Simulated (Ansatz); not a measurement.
# Ag-Os-Ag stack of (111) layers: electron–phonon coupling and resistivity, part 2 of 5

Aim: how strongly do electrons couple to phonons in Ag-Os-Ag stack of (111) layers, and what resistivity does that give?

Ansatz 0.2.0; DFT PBE, scalar-relativistic, plane waves, PAW; PAW set soft_1.

So far. Step 5 (Relaxing tightly for phonons): Little changed from the start: no atom moved by 0.005 Å and no cell edge by 0.1 %.

### 6. Phonons by linear response: q 2×2×1, k 6×6×1

Before any scattering is computed, the phonons show whether the structure is a minimum.

input.yaml reads:

```yaml
crystal:
  lattice:
    - [2.7426400609, 0.0, 0.0]
    - [-1.3713200305, 2.3751959662, 0.0]
    - [0.0, 0.0, 32.6490652006]
  atoms:
    - { symbol: Ag, position: [0.0, 0.0, 0.1609410931] }
    - { symbol: Os, position: [0.3333333333, 0.6666666667, 0.2362170234] }
    - { symbol: Ag, position: [0.6666666667, 0.3333333333, 0.3114929537] }
  periodic: [true, true, false]
kpoints:
  mp_grid: { grid: [6, 6, 1] }
hamiltonian:
  xc: pbe
  pseudopotentials: { kind: paw, azcp: { folder: soft_1 } }
scf:
  occupations: { method: methfessel_paxton, width: 0.2 }
output:
  eigenvalues: true
phonons:
  method: dfpt
  qmesh: [2, 2, 1]
  temperatures: { t_max: 1000, t_step: 50 }
  qpath:
    path:
      - [0.0, 0.0, 0.0]
      - [0.5, 0.0, 0.0]
      - [0.33333333, 0.33333333, 0.0]
      - [0.0, 0.0, 0.0]
    npoints: 10
```

Launch:

```
$ ansatz run input.yaml --threads 4 --pin off --max-ram 12288MiB --backend cpu --events-out ev --progress --plain --runs-dir out
```

Numbers of over 12 decimals in the logs are rounded to 6 here.

Output:

```text
Warning: crystal.symmetry: narrowed to the stabiliser of the run's FFT grids — unitary ops 12 → 6. A phonons.method: dfpt run fills in the rows of the dynamical matrix that it does not solve by its symmetry operations, which is exact only for operations that map its FFT grids onto themselves: filled in by any other, the frequencies could depend on the order in which like atoms are typed, or, by more than the grids' own error, on where the crystal sits among the grids' points. Excluded: 6 operations. The run can therefore solve more perturbations, solve them on more k-points, or both, and cost more. [rest of the remark cut]
[...]
Crystal: 3 atoms, lattice volume = 212.686 Å³
Basis set: ecut = 420 eV, 4159 PW (Γ), exchange–correlation on 40×40×450 points (8 copies of the dense FFT grid, shifted against one another)
Bands: 33, of which v1, the nominal top of the filled ones, is band 27 counted from 1 (26 counted from 0)
Symmetry: 12 space group operations
k-points: 7 of 36 (irreducible under 6 space group operations, time reversal used)
[...]
SCF iter   1: F=—  HF=-26566.435676 eV  |F-HF|=—  |Δ(HF+E_count)|=         —  Δρ=4.40e-2  dr2=1.74e1  ethr=3.10e-3  ⟨swp⟩=14.3  Hψ=1757  notcnv=0
[...]
SCF iter  13: F=-26564.880325 eV  HF=-26564.880325 eV  |F-HF|=5.60e-10  |Δ(HF+E_count)|=   1.23e-9  S|Δr|=    0.00e0  Δρ=5.47e-8  dr2=7.41e-12  ethr=1.00e-12  ⟨swp⟩=23.1  Hψ=2081  notcnv=0
SCF 1 converged in 13 iterations: F = -26564.880325 eV  dr2 = 7.41e-12
[...]
phonons: the bands overlap, so this run is a metal and interpolates without the dipole-dipole term. If the crystal is really an insulator or semiconductor, its LO-TO splitting is missing
NSCF: frozen V_eff on 7 k-points
WARN: eigensolver did not converge (k=2): 1 band(s) unlocked after 2 eigensolves, warm-restarted (20 sweeps on the last) at ethr=2.36e-12 eV (storage-precision floor; scheduled 1.00e-12 eV) (lowest unlocked band 32, counted from 0; max residual 3.28e-5 eV among the unlocked bands, 3.28e-5 eV over every band; other slots of this pass that fall short are told together in one closing line; warning suppressed until the next SCF loop or pass starts)
[...]
DFPT response loops at q = (0, 0, 0) (fractional): preconditioner auto → none (partly filled bands, converged f_vac=0.732); β = 0.50; Broyden in place of MSR1
[...]
SCF converged after 13 iterations
Stability not checked: this state was not tested for a lower state beside it, because cold or Methfessel-Paxton smearing, or corrected tetrahedra, fill the levels in a way that the test cannot read (fill_not_monotonic; see scf.lower_state_search)
Free energy (F): -26564.880325 eV
[...]
Internal energy: -26564.892986 eV  (E = F + TS)
E sigma→0 (E₀):  -26564.883490 eV
Entropy (-TS):   0.012660 eV (4.220 meV/atom)
Fermi energy:    -4.958710 eV
[...]
--- Band table (eV; the first three rows and the last of 7) ---
  k-point 0: bands = [... 23 lower, -7.8802, -7.8802, -6.4543, -6.4543, -5.9314, -4.6725, -3.8190, -3.8190, ... 2 higher]
  k-point 1: bands = [... 23 lower, -8.0657, -7.9951, -6.9868, -5.5905, -5.3049, -4.8592, -4.0277, -2.2839, ... 2 higher]
  k-point 2: bands = [... 23 lower, -7.6689, -7.5532, -5.6347, -5.1408, -4.4253, -3.3542, -2.9671, 0.3164, ... 2 higher]
  k-point 6: bands = [... 23 lower, -6.7420, -6.4801, -6.4801, -4.8241, 0.7325, 0.9108, 1.1590, 1.1590, ... 2 higher]
--- Phonons (Γ-DFPT): 6 representative perturbations + reference (Σ response iterations 25) ---
  ASR residual: 6.371e-5 → 0.000e0 eV/Å²; symmetrization residual: 1.531e-5 eV/Å²
  The last average, over the group as it would stand without the narrowing to the FFT grids, took up to 1.083e-5 eV/Å² of the zone centre's force constants
  ASR residual per site (eV/Å²): 5.56e-5 6.37e-5 5.07e-5
  Γ frequencies (cm⁻¹): 0.00 0.00 0.00 44.00 44.00 62.53 62.53 102.51 126.51
--- Phonons (arbitrary-q DFPT): 2 irreducible q on the 2×2×1 mesh ---
  q = [0.0000, 0.0000, 0.0000] (star 1, of the zone-centre solve; hermiticity 5.15e-6, symmetrization 4.19e-11, taken by the last average 1.82e-6): -0.00 0.00 0.00 44.00 44.00 62.53 62.53 102.51 126.51
  q = [0.0000, -0.5000, 0.0000] (star 3, 9 solved perturbations on 13 of 36 k-point pairs; hermiticity 3.23e-6, symmetrization 1.02e-6, taken by the last average 5.98e-7): -16.80 80.67 82.71 117.91 122.34 124.65 135.23 218.31 219.39
  sum rule: each row above includes the acoustic sum rule's correction from the zone centre's row sums; it moved no ω² by more than (0.37 cm⁻¹)²
  mesh force constants: q→R imaginary residual 1.21e-17; ASR residual 6.371e-5 → 0.000e0 eV/Å²; symmetrization residual 1.243e-14 eV/Å²
  interpolated dispersion: 31 rows × 9 modes
  density of states and harmonic sums: on the 26×26×1 q-mesh, interpolated from the force constants of a 2×2×1 supercell (no non-analytic term)
  largest difference from the sums on the solved wave vectors: F 3.42e-1 eV, S 4.64e-4 and C_V 1.22e-4 eV/K
  zero-point energy: 0.062273 eV/cell   skipped modes (ω ≤ 0): 10, of them read as no rigid motion or as one in doubt: 7 (8.432e-2 modes/cell left out, lowest -16.80 cm⁻¹)   left out of the sums: 9.86e-3 of the cell's modes: C_V's classical limit lies that fraction below 3 k_B per atom; for a crystal, a wire or a layer, F and S can be off by more, and a phonons.interpolated_qmesh denser along its periods is the remedy for the sampling
```

It took 49 s on 4 threads of Arm Neoverse V1, shared host; peak memory 0.88 GiB.

The column dr2 measures how far the density is from self-consistency, as an energy; F and HF (Harris–Foulkes) agree once it is small.

This step gave:

```
share of imaginary modes in the plain interpolation between solved wavevectors : 0.0106
highest frequency, solved or plainly interpolated                              : 219.4 cm⁻¹
```

Solved on the 2×2×1 mesh alone; all other wavevectors are interpolated. The phonon branches at the labelled points (cm⁻¹):

| point | branch 1 | branch 2 | branch 3 | branch 4 | branch 5 | branch 6 | branch 7 | branch 8 | branch 9 |
| --- | --- | --- | --- | --- | --- | --- | --- | --- | --- |
| Γ | 0 | 0 | 0 | 44 | 44 | 62 | 62 | 102 | 126 |
| halfway | 40 | 61 | 62 | 91 | 98 | 107 | 125 | 158 | 160 |
| M | -17 | 81 | 83 | 118 | 122 | 125 | 135 | 218 | 219 |
| halfway | 16 | 62 | 100 | 118 | 131 | 149 | 152 | 211 | 211 |
| K | 41 | 41 | 113 | 113 | 134 | 187 | 187 | 188 | 190 |
| halfway | 41 | 56 | 78 | 104 | 110 | 116 | 129 | 169 | 171 |
| Γ | 0 | 0 | 0 | 44 | 44 | 62 | 62 | 102 | 126 |

The phonon branches as a text plot (rows in cm⁻¹):

```
    214 |                 **********
    205 |               **          **       **
    195 |             **              *******  ***
    185 |           **                  ***       **
    175 |           **                **   **       **
    165 |         **                 *       **     **
    155 |         **               **        **
    146 |                         **           ***    ***
    136 |       **      ********** ************   **     **
    126 |*******  ******  *********            **********  ******
    116 |       **    ****************************  **   **
    106 |***************            ****   ****   ***************
     96 |         **            ****           ***    ***
     87 |   **  ****      ******                  **  ***  **
     77 |   ******    **********                    **   **
     67 |*******  ****          ****                  ***  ******
     57 | ****  ****                **       *********     *****
     47 |***  ****                    ***  **         *****  ****
     37 |   **********                  *****     ****   ****
     27 | ****        **             ***     *****         *****
     18 | **                       **                        ***
      8 | **            **        *                          ***
     -2 |*                                                      *
    -12 |                 ********
         Γ                   M           K                      Γ
```

Lowest modes at the softest wavevector of the mesh. Modes at q = (0.500, 0.000, 0.000), with each element's share of the kinetic energy (negative means imaginary):

| mode | frequency (cm⁻¹) | Ag % | Os % |
| --- | --- | --- | --- |
| 1 | -16.8 | 70 | 30 |
| 2 | 80.7 | 100 | 0 |
| 3 | 82.7 | 10 | 90 |
| 4 | 117.9 | 25 | 75 |
| 5 | 122.3 | 100 | 0 |
| 6 | 124.6 | 90 | 10 |

Displacements in mode 1 (-16.8 cm⁻¹), the largest set to 1, in the home cell:
```
Ag1  0.01  0.01 -1.00
Os2 -0.61 -0.35 -0.08
Ag3  0.01  0.01 -1.00
```

Displacements in mode 2 (80.7 cm⁻¹), the largest set to 1, in the home cell:
```
Ag1 -0.01  0.00  1.00
Os2  0.00  0.00  0.00
Ag3  0.01  0.00 -1.00
```

Among the solved wavevectors the lowest mode, translations apart, is -16.8 cm⁻¹, imaginary.

### 7. Phonons: q 3×3×1, k 9×9×1

An imaginary mode on so few k-points may come from the sampling, so the phonons are repeated with another q and k mesh.

Changes to input.yaml since step 6:

```diff
@@ -11,3 +11,3 @@
 kpoints:
-  mp_grid: { grid: [6, 6, 1] }
+  mp_grid: { grid: [9, 9, 1] }
 hamiltonian:
@@ -21,3 +21,3 @@
   method: dfpt
-  qmesh: [2, 2, 1]
+  qmesh: [3, 3, 1]
   temperatures: { t_max: 1000, t_step: 50 }
```

Output:

```text
[...]
Crystal: 3 atoms, lattice volume = 212.686 Å³
Basis set: ecut = 420 eV, 4159 PW (Γ), exchange–correlation on 40×40×450 points (8 copies of the dense FFT grid, shifted against one another)
Bands: 33, of which v1, the nominal top of the filled ones, is band 27 counted from 1 (26 counted from 0)
Symmetry: 12 space group operations
k-points: 12 of 81 (irreducible under 6 space group operations, time reversal used)
[...]
SCF iter   1: F=—  HF=-26566.435608 eV  |F-HF|=—  |Δ(HF+E_count)|=         —  Δρ=4.50e-2  dr2=1.81e1  ethr=3.10e-3  ⟨swp⟩=14.8  Hψ=2978  notcnv=0
[...]
SCF iter  13: F=-26564.837513 eV  HF=-26564.837513 eV  |F-HF|=2.87e-10  |Δ(HF+E_count)|=  9.09e-10  S|Δr|=    0.00e0  Δρ=4.21e-8  dr2=6.16e-12  ethr=1.00e-12  ⟨swp⟩=23.0  Hψ=3392  notcnv=0
SCF 1 converged in 13 iterations: F = -26564.837513 eV  dr2 = 6.16e-12
[...]
WARN: eigensolver did not converge in 2 slots of this pass, the one above among them; of largest residual over every band (k=9): 1 band(s) unlocked (lowest unlocked band 32, counted from 0; max residual 1.10e-3 eV among the unlocked bands, 1.10e-3 eV over every band); of lowest unlocked band (k=9): band 32
[...]
SCF converged after 13 iterations
[...]
Free energy (F): -26564.837513 eV
[...]
Internal energy: -26564.841796 eV  (E = F + TS)
E sigma→0 (E₀):  -26564.838584 eV
Entropy (-TS):   0.004283 eV (1.428 meV/atom)
Fermi energy:    -4.975179 eV
[...]
--- Band table (eV; the first three rows and the last of 12) ---
  k-point 0: bands = [... 23 lower, -8.0151, -8.0151, -6.5389, -6.5389, -6.0143, -4.7697, -3.8350, -3.8350, ... 2 higher]
  k-point 1: bands = [... 23 lower, -8.1550, -8.0709, -6.8512, -6.1503, -5.4879, -5.1060, -3.9353, -3.0564, ... 2 higher]
  k-point 2: bands = [... 23 lower, -8.2594, -8.1937, -7.0412, -5.5074, -5.0240, -4.3809, -4.1806, -1.5499, ... 2 higher]
  k-point 11: bands = [... 23 lower, -6.8396, -6.5530, -6.5530, -4.8564, 0.6331, 0.7886, 1.0374, 1.0374, ... 2 higher]
[...]
ASR residual: 8.800e-5 → 0.000e0 eV/Å²; symmetrization residual: 5.677e-5 eV/Å²
[...]
ASR residual per site (eV/Å²): 4.40e-5 8.80e-5 3.83e-5
  Γ frequencies (cm⁻¹): 0.00 0.00 0.00 43.41 43.41 61.27 61.27 98.40 129.35
--- Phonons (arbitrary-q DFPT): 3 irreducible q on the 3×3×1 mesh ---
[...]
q = [0.3333, 0.3333, 0.0000] (star 2, 6 solved perturbations in 192 linear systems a pass and spin channel, the states on 45 of 81 k-point pairs; hermiticity 3.46e-6, symmetrization 5.16e-7, taken by the last average 5.01e-7): 27.34 29.84 29.84 101.56 101.56 184.70 184.84 187.13 187.13
[...]
interpolated dispersion: 31 rows × 9 modes
[...]
zero-point energy: 0.059165 eV/cell   skipped modes (ω ≤ 0): 3   left out of the sums: 4.57e-4 of the cell's modes: C_V's classical limit lies that fraction below 3 k_B per atom; for a crystal, a wire or a layer, F and S can be off by more, and a phonons.interpolated_qmesh denser along its periods is the remedy for the sampling
```

It took 2.7 min on 4 threads; peak memory 1.2 GiB.

Numbers from this step:

| Quantity | Value |
| --- | --- |
| zero point energy | 0.05916 eV/cell |
| share of imaginary modes in the plain interpolation between solved wavevectors | 0 |
| highest frequency, solved or plainly interpolated | 220 cm⁻¹ |

Solved on the 3×3×1 mesh alone; all other wavevectors are interpolated. Phonon branches along the path, in cm⁻¹:

| point | branch 1 | branch 2 | branch 3 | branch 4 | branch 5 | branch 6 | branch 7 | branch 8 | branch 9 |
| --- | --- | --- | --- | --- | --- | --- | --- | --- | --- |
| Γ | 0 | 0 | 0 | 43 | 43 | 61 | 61 | 98 | 129 |
| halfway | 40 | 60 | 67 | 91 | 94 | 104 | 122 | 158 | 162 |
| M | 36 | 45 | 65 | 75 | 120 | 121 | 143 | 219 | 220 |
| halfway | 32 | 33 | 54 | 84 | 128 | 146 | 146 | 210 | 211 |
| K | 27 | 30 | 30 | 102 | 102 | 185 | 185 | 187 | 187 |
| halfway | 40 | 61 | 68 | 100 | 108 | 110 | 125 | 169 | 172 |
| Γ | 0 | 0 | 0 | 43 | 43 | 61 | 61 | 98 | 129 |

The phonon branches as a text plot (rows in cm⁻¹):

```
    215 |                 **********
    206 |               **         ***
    197 |             **              **   *******
    188 |                               ***       **
    179 |           **                  *
    170 |                             **   **       **
    160 |         **                 *       **
    151 |                           *                 ***
    142 |       **      ************           ***    ***
    133 |***  ****  ****        ***               **     **  ****
    124 |   **    **      ******   **          *******     **
    115 |       **    ******         ***   ****       *****
    105 |     **********                ***         *******
     96 |*******  ****                ***  **     *******  ******
     87 |   **  ****  ****         ***       *****    ***  **
     78 |   ******        *********                      **
     69 | ************    *****                   **************
     60 |*****    ********     ****            ***  *****  ******
     50 | ****  **      ****       **        *******     *******
     41 |*    **  ****************   ***     **   *******  **   *
     32 | ****  **          **********  *****  ***       **  ***
     23 |     **                      *********            *****
     14 | ****
      5 |***                                                 ****
         Γ                   M           K                      Γ
```

Lowest modes at the softest wavevector of the mesh. Modes at q = (-0.333, -0.333, 0.000), with each element's share of the kinetic energy:

| mode | frequency (cm⁻¹) | Ag % | Os % |
| --- | --- | --- | --- |
| 1 | 27.3 | 1 | 99 |
| 2 | 29.8 | 56 | 44 |
| 3 | 29.8 | 56 | 44 |
| 4 | 101.6 | 44 | 56 |
| 5 | 101.6 | 44 | 56 |
| 6 | 184.7 | 99 | 1 |

Displacements in mode 1 (27.3 cm⁻¹), the largest set to 1, in the home cell (x, y, z of the real part, then of the imaginary part):
```
Ag1  0.00 -0.07  0.00 -0.07  0.00  0.00
Os2  0.00  0.00 -1.00  0.00  0.00  0.00
Ag3 -0.06  0.03  0.00 -0.03 -0.06  0.00
```

Displacements in mode 3 (29.8 cm⁻¹), the largest set to 1, in the home cell (x, y, z of the real part, then of the imaginary part):
```
Ag1  0.03  0.01 -0.41 -0.01  0.03  0.02
Os2 -0.43 -0.03  0.00  0.35  0.45  0.00
Ag3  0.01  0.01 -0.98  0.01 -0.01 -0.18
```

Among the solved wavevectors the lowest mode, translations apart, is 27.3 cm⁻¹, so these are real on this k mesh. This mesh lacks the wavevector at which the coarser one was unstable.

[end of part 2 of 5]

[Logs are printed without paths, hosts, clocks, repeated set-up lines and the standing remarks that a program may print on its own settings, such as how far it seeks lower states.]

[Hosts, paths, dates, database ids (printed as entryN), source tags and the programs' standing remarks are cut or masked in the printed files.]
